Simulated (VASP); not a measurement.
A calculation with VASP 6.6.1 of GaCo (native input, structure from a POSCAR):

The input INCAR:

```
PREC = Accurate
ENCUT = 500
EDIFF = 1E-7
ISMEAR = 0
SIGMA = 0.02
LREAL = False
LASPH = True
NELM = 100
ALGO = Normal
ISIF = 2
LWAVE = False
LCHARG = False
ISPIN = 2
MAGMOM = 0 2
LORBIT = 11
LMAXMIX = 4
GGA = PE
NBANDS = 17
```

Contents of KPOINTS:

```
regular mesh
0
Gamma
  9 9 9
```

File POSCAR:

```
GaCo
1.0
    2.8780000000      0.0000000000      0.0000000000
    0.0000000000      2.8780000000      0.0000000000
    0.0000000000      0.0000000000      2.8780000000
Ga Co
1 1
Direct
    0.5000000000      0.5000000000      0.5000000000
    0.0000000000      0.0000000000      0.0000000000
```

Potentials or basis: VASP PAW PBE potentials, release 64 (Ga, Co).

The run is started by

```sh
$ cat potpaw_PBE.64/Ga/POTCAR potpaw_PBE.64/Co/POTCAR > POTCAR
$ mpirun -np 1 vasp_std > vasp.out
```

Question: Write the same calculation in another form: ASE script, structure from a P1 CIF.

Answer: As run:

The input run.py:

```python
from ase.calculators.vasp import Vasp
from ase.dft.bandgap import bandgap
from ase.io import read

atoms = read('GaCo.cif')
atoms.set_initial_magnetic_moments([0.0, 2.0])
calc = Vasp(
    directory='calc',
    xc='pbe',
    pp='PBE',
    setups='minimal',
    prec='Accurate',
    encut=500,
    ediff=1e-07,
    ismear=0,
    sigma=0.02,
    lreal=False,
    lasph=True,
    nelm=120,
    algo='Normal',
    isif=2,
    lwave=False,
    lcharg=True,
    ispin=2,
    lorbit=11,
    lmaxmix=4,
    lelf=True,
    lvhar=True,
    kpts=[9, 9, 9],
    gamma=True,
)
atoms.calc = calc

print('energy (eV):', atoms.get_potential_energy())
print('free energy (eV):', atoms.get_potential_energy(force_consistent=True))
print('forces (eV/A):')
print(atoms.get_forces())
print('stress (eV/A^3, Voigt):', atoms.get_stress())
print('Fermi level (eV):', calc.get_fermi_level())
print('moment (muB):', atoms.get_magnetic_moment())
print('site moments (muB):', atoms.get_magnetic_moments())
gap, top, bottom = bandgap(calc)
print('band gap (eV):', gap, 'from (spin, k, band)', top, 'to', bottom)
```

File GaCo.cif:

```cif
data_GaCo
_cell_length_a 2.87800000
_cell_length_b 2.87800000
_cell_length_c 2.87800000
_cell_angle_alpha 90.00000000
_cell_angle_beta 90.00000000
_cell_angle_gamma 90.00000000
_space_group_name_H-M_alt 'P1'
_space_group_name_Hall 'P 1'
_space_group_IT_number 1
loop_
_space_group_symop_operation_xyz
'x,y,z'
loop_
_atom_site_label
_atom_site_type_symbol
_atom_site_symmetry_multiplicity
_atom_site_Wyckoff_symbol
_atom_site_fract_x
_atom_site_fract_y
_atom_site_fract_z
_atom_site_occupancy
Ga1 Ga 1 a 0.5000000000 0.5000000000 0.5000000000 1
Co1 Co 1 a 0.0000000000 0.0000000000 0.0000000000 1
```

Potentials or basis: VASP PAW PBE potentials, release 64 (Ga, Co).

Command:

```sh
$ python run.py
```

Both were run:

|  | native input, structure from a POSCAR | ASE script, structure from a P1 CIF |
| --- | --- | --- |
| Pressure | 0.4 GPa | 0.4 GPa |
| Band gap on the k mesh | none (metal or under the smearing width) | none (metal or under the smearing width) |
| Net moment | 0.00 μB per cell | 0.00 μB per cell |
| Valence electrons inside the program's atomic spheres | Ga 2.66; Co 8.35 | Ga 2.66; Co 8.35 |

Keys that steer only the numerical path or the files written may differ.

Caveat: the starting moments collapsed, and a magnetic state may lie lower.
